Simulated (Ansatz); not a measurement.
# HfB2 under changes of volume

One of the cells (9.905 Å³/atom); the others are scaled copies at fixed shape and fractional positions:

```
CELL_PARAMETERS angstrom
3.14000 0.00000 0.00000
-1.57000 2.71932 0.00000
0.00000 0.00000 3.48000
ATOMIC_POSITIONS crystal
Hf 0.00000 0.00000 0.00000
B 0.66667 0.33333 0.50000
B 0.33333 0.66667 0.50000
```

| Item | Value |
| --- | --- |
| Program | Ansatz 0.2.0 |
| Functional | LDA |
| Potentials or basis | all-electron LAPW, scalar-relativistic |
| Cutoff | 263 eV (chosen from the basis error) |
| Basis error allowed | 0.002 eV/atom |
| k mesh | 10 × 10 × 8 |
| Occupations | fermi-dirac, width 0.05 eV |
| Spin | no spin polarisation |

```csv
volume (Å³/atom),energy over the lowest point (meV/atom),pressure (GPa)
9.311,4.07,6.4
9.509,0.00,0.3
9.707,3.05,-5.1
9.905,?,?
10.103,27.84,-14.6
10.301,48.40,-18.6
10.499,73.72,-22.3
```

Q: What does the run at 9.905 Å³/atom give?

A: Energy over the lowest point 12.54 meV/atom; pressure -10.1 GPa.

Worked out: A Birch-Murnaghan fit of order 3 (a polynomial in V^(-2/3)) to the other rows has its minimum at 9.52 Å³/atom with B0 = V·E''(V) = 275 GPa and B' = 3.9 at fixed shape and positions, which overstates the stiffness. It gives 12.54 meV/atom at 9.905 Å³/atom, against the run's 12.54, and -dE/dV = -10.1 GPa, against -10.1.

Energies are extrapolated to zero smearing.

The runs don't all hold the same shells in valence.
